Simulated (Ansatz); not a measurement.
# PbSe and its competing phases

All numbers below come from Ansatz 0.2.0, DFT PBE, scalar-relativistic, plane waves, PAW. Settings: cutoff 420 eV, Γ-centred meshes spaced at most about 0.3 Å⁻¹ (2π included), Gaussian smearing. No spin polarisation.

The zero of energy is the elements' standard structures at the same level; no fitted shifts are applied.

Temperature and zero-point effects are left out. No dispersion correction is applied, so the spacing and binding between layers, chains or molecules are poorly described (P4/nmm), and this can change margins and order among such cells. These runs have no spin–orbit coupling, which can matter for Pb. The reference form of Se is held partly by dispersion forces, which this level lacks.

The competitors are the elements and 1 reference phase of this chemical system (from databases or known types: PbSe), relaxed at the same level; other known phases may be missing.

The candidate was reached from: ordered vacancies on the anion sites of fluorite.

```yaml
crystal:
  lattice:
    - [5.35150, 0.00000, 0.00000]
    - [0.00000, 5.35150, 0.00000]
    - [0.00000, 0.00000, 4.22335]
  atoms:
    - { symbol: Pb, position: [0.50000, 0.00000, 0.68224] }
    - { symbol: Pb, position: [0.00000, 0.50000, 0.31776] }
    - { symbol: Se, position: [0.00000, 0.00000, 0.00000] }
    - { symbol: Se, position: [0.50000, 0.50000, 0.00000] }
```

Question: Is it stable, and against what?

Answer: Not the lowest form: another structure of the same formula lies lower. Its formation energy is -0.394 eV/atom. The lowest competing phase at this composition is this:

| phase | space group | source | share of atoms | ΔE_f (eV/atom) |
| --- | --- | --- | --- | --- |
| PbSe | Fm-3m (No. 225) | Materials Project | 1.0000 | -0.565 |

The candidate lies 171 meV/atom above this phase. The candidate matches no cell in the subsets of the Crystallography Open Database and the Materials Project at hand. It is metastable at best. Whether it is a true minimum wasn't tested by phonons.
